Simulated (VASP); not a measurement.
# PbTe: convergence, equation of state

PbTe, Fm-3m (no. 225), 2 atoms in the cell. TPSS; PAW potentials Pb_d_GW, Te_GW (PBE set). VASP 6.6.1.

Wanted: equilibrium volume within 0.125 %; bulk modulus within 1 %.

What the run is for: choice of potentials; Accuracy asked: tight; Volumes (times the given one): 0.91, 0.94, 0.97, 1, 1.03, 1.06, 1.09.

## Potentials and cutoff

| Potentials and cutoff | Equilibrium volume (Å³/atom) | Bulk modulus (GPa) | Time (s) |
|---|---|---|---|
| Pb_d_GW Te_GW, ENCUT 450 | 35.04 | 40.12 | 444 |
| Pb_d Te, ENCUT 450 | 35.08 | 40.35 | 339 |
| Pb Te, ENCUT 450 | 34.88 | 41.51 | 220 |

Chosen: Pb_d_GW Te_GW, ENCUT 450; no other choice that stays within the tolerance saves 30 % of the time.

The chosen settings are those of the reference run.

## The input

INCAR:
```
SYSTEM = TePb
ALGO     = Normal         ! electronic algorithm
EDIFF    = 1E-7           ! SCF threshold, eV
EFERMI   = MIDGAP       
ENCUT    = 450            ! plane-wave cutoff, eV
GGA_COMPAT= .FALSE.      
ISIF     = 2              ! what is computed and relaxed
ISMEAR   = 0              ! smearing method
LASPH    = .TRUE.         ! aspherical terms in the spheres
LCHARG   = .FALSE.        ! write CHGCAR
LMIXTAU  = .TRUE.       
LREAL    = .FALSE.        ! projectors in reciprocal space
LWAVE    = .FALSE.        ! write WAVECAR
METAGGA  = TPSS           ! meta-GGA
NELM     = 120            ! most SCF steps
NSW      = 0              ! ionic steps
PREC     = Accurate       ! precision mode
SIGMA    = 0.03           ! smearing width, eV
```

KPOINTS:
```
k-points
0
Gamma
  6 6 6
```

POSCAR.step1:
```
TePb
1.0
    0.0000000000      3.1310073621      3.1310073621
    3.1310073621      0.0000000000      3.1310073621
    3.1310073621      3.1310073621      0.0000000000
Pb Te
1 1
Direct
    0.0000000000      0.0000000000      0.0000000000
    0.5000000000      0.5000000000      0.5000000000
```

POSCAR.step2:
```
TePb
1.0
    0.0000000000      3.1650427173      3.1650427173
    3.1650427173      0.0000000000      3.1650427173
    3.1650427173      3.1650427173      0.0000000000
Pb Te
1 1
Direct
    0.0000000000      0.0000000000      0.0000000000
    0.5000000000      0.5000000000      0.5000000000
```

POSCAR.step3:
```
TePb
1.0
    0.0000000000      3.1983614049      3.1983614049
    3.1983614049      0.0000000000      3.1983614049
    3.1983614049      3.1983614049      0.0000000000
Pb Te
1 1
Direct
    0.0000000000      0.0000000000      0.0000000000
    0.5000000000      0.5000000000      0.5000000000
```

POSCAR.step4:
```
TePb
1.0
    0.0000000000      3.2310000000      3.2310000000
    3.2310000000      0.0000000000      3.2310000000
    3.2310000000      3.2310000000      0.0000000000
Pb Te
1 1
Direct
    0.0000000000      0.0000000000      0.0000000000
    0.5000000000      0.5000000000      0.5000000000
```

POSCAR.step5:
```
TePb
1.0
    0.0000000000      3.2629921796      3.2629921796
    3.2629921796      0.0000000000      3.2629921796
    3.2629921796      3.2629921796      0.0000000000
Pb Te
1 1
Direct
    0.0000000000      0.0000000000      0.0000000000
    0.5000000000      0.5000000000      0.5000000000
```

POSCAR.step6:
```
TePb
1.0
    0.0000000000      3.2943690292      3.2943690292
    3.2943690292      0.0000000000      3.2943690292
    3.2943690292      3.2943690292      0.0000000000
Pb Te
1 1
Direct
    0.0000000000      0.0000000000      0.0000000000
    0.5000000000      0.5000000000      0.5000000000
```

POSCAR.step7:
```
TePb
1.0
    0.0000000000      3.3251593095      3.3251593095
    3.3251593095      0.0000000000      3.3251593095
    3.3251593095      3.3251593095      0.0000000000
Pb Te
1 1
Direct
    0.0000000000      0.0000000000      0.0000000000
    0.5000000000      0.5000000000      0.5000000000
```

Commands (each step's output is kept before the next begins):
```
cat potpaw_PBE.64/Pb_d_GW/POTCAR potpaw_PBE.64/Te_GW/POTCAR > POTCAR
cp POSCAR.step1 POSCAR
mpirun -np 1 vasp_std > vasp.out
cp POSCAR.step2 POSCAR
mpirun -np 1 vasp_std > vasp.out
cp POSCAR.step3 POSCAR
mpirun -np 1 vasp_std > vasp.out
cp POSCAR.step4 POSCAR
mpirun -np 1 vasp_std > vasp.out
cp POSCAR.step5 POSCAR
mpirun -np 1 vasp_std > vasp.out
cp POSCAR.step6 POSCAR
mpirun -np 1 vasp_std > vasp.out
cp POSCAR.step7 POSCAR
mpirun -np 1 vasp_std > vasp.out
```

Limits: Total energies under different potentials can't be compared; the cell and the gap can.

The chosen input took VASP 6.6.1 444 s on 1 core (Intel Xeon 6975P-C (Granite Rapids)), a shared host.
